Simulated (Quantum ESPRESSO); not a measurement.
Runs of Quantum ESPRESSO 7.5 on TaN. The structure is cubic, space group F-43m (No. 216). The conventional cell has a = 4.982 Å, b = 4.982 Å, c = 4.982 Å, α = 90.00°, β = 90.00°, γ = 90.00°. Ta (site symmetry -43m) has 4 N at 2.16 Å as nearest neighbours. Around N (site symmetry -43m) lie 4 Ta at 2.16 Å. The cell comes from a database or a generator and needn't be the stable form of this composition.

```csv
level,potentials or basis,spin,U,cell,k mesh,cutoff (eV),smearing,hubbard projectors,double,start of the occupations,moments locked,magnetic state asked for,gap on the mesh (eV),pressure (GPa)
PBE+U,GBRV 1.5 PBE,"collinear, ferromagnetic start",Ta d U = 2 eV,as given,7 × 7 × 7,762,gaussian 0.05 eV,atomic,6,atomic,none,fm,none,-25.5
PBE,SSSP 1.3 efficiency PBE,off,-,as given,9 × 9 × 9,816,fermi-dirac 0.05 eV,-,-,-,-,-,none,(a)
PBE,SSSP 1.3 efficiency PBE,off,-,"atoms moved at random, drawn with an rms of 0.05 Å",9 × 9 × 9,816,fermi-dirac 0.05 eV,-,-,-,-,-,none,-25.5
PBE+U,GBRV 1.5 PBE,off,Ta d U = 2 eV,as given,7 × 7 × 7,762,gaussian 0.05 eV,atomic,6,atomic,none,nm,none,-26.0
```

Alike in all rows: task single point.

Question: Fill in the values left out.

Answer: (a) -25.8.

Caveats: so large a pressure means that the cell lies far from this level's equilibrium, or that cutoff or potentials fall short (some runs); U without spin polarisation on a metal has little footing (some runs).

A k mesh can miss the band edges, and the runs leave out spin-orbit coupling on Ta.

A gap of «none» marks a metal or a gap under the smearing width.
